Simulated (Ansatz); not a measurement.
# CsH: how the settings move a single-point run

Aim: see which settings change the result for CsH, by how much, and at what cost.

Program: Ansatz 0.2.0. Level of theory: reference: DFT, r2SCAN, PAW with Ansatz's default frozen-core files, scalar-relativistic. These are calculated values, not measurements.

## 1. The structure to begin with

The structure is cubic, space group Fm-3m (No. 225). The conventional cell has a = 6.446 Å, b = 6.446 Å, c = 6.446 Å, α = 90.00°, β = 90.00°, γ = 90.00°. Around Cs (site symmetry m-3m) lie 6 H at 3.22 Å. H (site symmetry m-3m) is surrounded by 6 Cs at 3.22 Å.

Structure file:

```xyz
2
Lattice="0.0000 3.2229 3.2229 3.2229 0.0000 3.2229 3.2229 3.2229 0.0000" Properties=species:S:1:pos:R:3 pbc="T T T"
Cs    0.0000    0.0000    0.0000
H     3.2229    3.2229    3.2229
```

## 2. Baseline

input.yaml

```yaml
crystal:
  lattice:
    - [0.0, 3.2228530534, 3.2228530534]
    - [3.2228530534, 0.0, 3.2228530534]
    - [3.2228530534, 3.2228530534, 0.0]
  atoms:
    - { symbol: Cs, position: [0.0, 0.0, 0.0] }
    - { symbol: H, position: [0.5, 0.5, 0.5] }
kpoints:
  mp_grid: { grid: [7, 7, 7] }
scf:
  occupations: { method: fermi_dirac, width: 0.02 }
hamiltonian:
  xc: r2scan
  pseudopotentials: { kind: paw }
output:
  forces: true
  stress: true
  eigenvalues: true
  efg: { contact_densities: true }
```

Run with:

```sh
$ ansatz run input.yaml --threads 1 --pin off --max-ram 2048MiB --backend cpu --events-out ev --progress --plain --runs-dir out
```

## 3. Changed: occupations.method cold, occupations.width 0.3, scf.algorithm density_mixing

input.yaml, as its differences from that of step 2:

```diff
@@ -11,3 +11,4 @@
 scf:
-  occupations: { method: fermi_dirac, width: 0.02 }
+  occupations: { method: cold, width: 0.3 }
+  algorithm: density_mixing
 hamiltonian:
```

**Question.** What will these runs give? Wanted: for each run, ending; energy change; pressure; gap; force.

**Answer**, as computed:

```csv
run,ending,energy change,pressure (GPa),gap (eV),force (eV/Å),cycles,time
reference,converged,0,-0.3,2.94,0.00,6,5 s
"1: occupations.method cold, occupations.width 0.3, scf.algorithm density_mixing",converged,0.0 meV/atom (σ→0),-0.3,2.94,0.00,5,4.9 s
```

Residual by cycle in the longest SCF loop of each run; runs are numbered as in the table. The quantity is the density residual dr2, in eV.

```csv
cycle,reference,run 1
1,0.01,0.01
2,3.9e-4,3.9e-4
3,4.3e-5,4.3e-5
4,5.6e-7,5.5e-7
5,1.3e-8,1.3e-8
6,3.5e-10,-
```

What this shows: The changed input (smearing and solver) leaves the energy the same to the digits printed. Cost: 5 SCF cycles against 6. The gap of the reference lacks spin-orbit coupling, though the cell holds Cs.

These are semilocal Kohn-Sham gaps, which aren't the measured quantity. Such gaps usually fall short of the measured ones.
